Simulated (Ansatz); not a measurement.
**ZnS (F-43m) under strain**

ZnS (started from an entry of an open crystallographic database), relaxed with r2SCAN in Ansatz 0.2.0. The symmetry is F-43m (No. 216, cubic); conventional cell a = 5.388 Å, 19.55 Å³ an atom. Zn has 4 S at 2.33 Å; S has 4 Zn at 2.33 Å.

The axes x, y and z are those of this cell:
```
CELL_PARAMETERS angstrom
0.00000 2.69410 2.69410
2.69410 0.00000 2.69410
2.69410 2.69410 0.00000
ATOMIC_POSITIONS crystal
Zn 0.25000 0.25000 0.25000
S 0.00000 0.00000 0.00000
```

Unstrained: PBE gives a direct gap of 2.147 eV at Γ. The r2SCAN gap is direct at Γ: 2.705 eV. The HSE06 gap is direct at Γ: 3.378 eV. Meshes: PBE 8×8×8, r2SCAN 8×8×8, HSE06 6×6×6. Strains are changes of length per length, and xy shears are angles. After each strain the atoms were relaxed again with r2SCAN within the symmetry that the strain leaves, so tilts or polar shifts that break it weren't tested; points keep the names that they have in the unstrained zone. (Simulation; spin polarisation is off.)

Changes of the least gap in eV (an overlap counts as a negative gap):
```csv
strain,volume change (%),space group,PBE,r2SCAN,HSE06,"energy rise, r2SCAN (meV/atom)"
"epitaxial +1.91 % in the xy plane, free normal strain -2.29 %",+1.5,I-4m2,-0.158,-0.165,-0.169,4.0
"xy shear, engineering strain (angle) -2.9 %",0.0,Imm2,-0.090,-0.095,-0.098,2.6
```

Epitaxial +1.91 % in the xy plane, free normal strain -2.29 %. HSE06: the gap goes from 3.378 to 3.209 eV (-0.169 eV); with r2SCAN the top three valence levels at Γ, degenerate before, become 1+2 from the top over 140 meV. Stress change with r2SCAN, compression positive: xx -1.73, yy -1.73, zz -0.03 GPa.

Xy shear, engineering strain (angle) -2.9 %. HSE06: the gap goes from 3.378 to 3.280 eV (-0.098 eV); with r2SCAN the top three valence levels at Γ, degenerate before, become 1+1+1 from the top over 159 meV. Stress change with r2SCAN, compression positive: xx +0.02, yy +0.02, zz -0.01, xy +1.45 GPa.

The meshes of the hybrids are coarse, so their gaps aren't converged to the digits shown.

The splittings at Γ are without spin-orbit coupling, which regroups them where it is of like size or larger.
